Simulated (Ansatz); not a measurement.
# HfO2: the cost of one run

Method: DFT r2SCAN, scalar-relativistic, plane waves, PAW, in Ansatz 0.2.0.

1 further run of the same task is left out (set aside as unsound or not needed).

## Step 1: The starting structure

It takes space group P4_2/mnm (No. 136, tetragonal). The conventional cell has a = 4.838 Å, b = 4.838 Å, c = 3.220 Å, α = 90.00°, β = 90.00°, γ = 90.00°. Around Hf (site symmetry mmm) lie 6 O at 2.09 Å. O (site symmetry m2m) has 3 Hf at 2.09 Å in its first shell of neighbours.

As a file:

```cif
data_structure
_symmetry_space_group_name_H-M 'P 1'
_symmetry_Int_Tables_number 1
_cell_length_a 4.8382
_cell_length_b 4.8382
_cell_length_c 3.2203
_cell_angle_alpha 90.000
_cell_angle_beta 90.000
_cell_angle_gamma 90.000
_cell_volume 75.38
loop_
_atom_site_label
_atom_site_type_symbol
_atom_site_fract_x
_atom_site_fract_y
_atom_site_fract_z
_atom_site_occupancy
Hf1 Hf 0.00000 0.00000 0.00000 1
Hf2 Hf 0.50000 0.50000 0.50000 1
O1 O 0.19492 0.80508 0.50000 1
O2 O 0.30508 0.30508 0.00000 1
O3 O 0.69492 0.69492 0.00000 1
O4 O 0.80508 0.19492 0.50000 1
```

It goes back to an entry of the Materials Project, which need not be the stable form.

It is the result of an earlier relaxation at this level (volume 12.56 Å³/atom; gap on the mesh: 4.53 eV).

## Step 2: Zero of energy

The reference gives a free energy of -33752.6216 eV, pressure 0.00 GPa, largest force 0.000 eV/Å and gap on the mesh 4.53 eV. It was computed beforehand with the settings of the runs below.

## Step 3: Zone-centre phonons by finite displacements

File input.yaml:

```yaml
crystal:
  lattice:
    - [4.8382036322, 0.0, 0.0]
    - [0.0, 4.8382036322, 0.0]
    - [0.0, 0.0, 3.2203479185]
  atoms:
    - { symbol: Hf, position: [0.0, 0.0, 0.0] }
    - { symbol: Hf, position: [0.5, 0.5, 0.5] }
    - { symbol: O, position: [0.1949191829, 0.8050808171, 0.5] }
    - { symbol: O, position: [0.3050808171, 0.3050808171, 0.0] }
    - { symbol: O, position: [0.6949191829, 0.6949191829, 0.0] }
    - { symbol: O, position: [0.8050808171, 0.1949191829, 0.5] }
basis:
  ecutwfc: 500
kpoints:
  mp_grid: { grid: [6, 6, 8] }
hamiltonian:
  xc: r2scan
scf:
  occupations: { method: gaussian, width: 0.05 }
output:
  eigenvalues: true
phonons:
  method: fd
  supercell: [1, 1, 1]
  amplitude: 0.02
  eigenvectors: true
  dielectric: false
```

Launch:

```
$ ansatz run input.yaml --threads 2 --pin off --max-ram 5120MiB --backend cpu --events-out ev --progress --plain --runs-dir out
```

Q: Estimate wall time and peak memory on 2 threads of Arm Neoverse V2, shared host.

About 2.8 min, with a peak of 1.1 GiB.
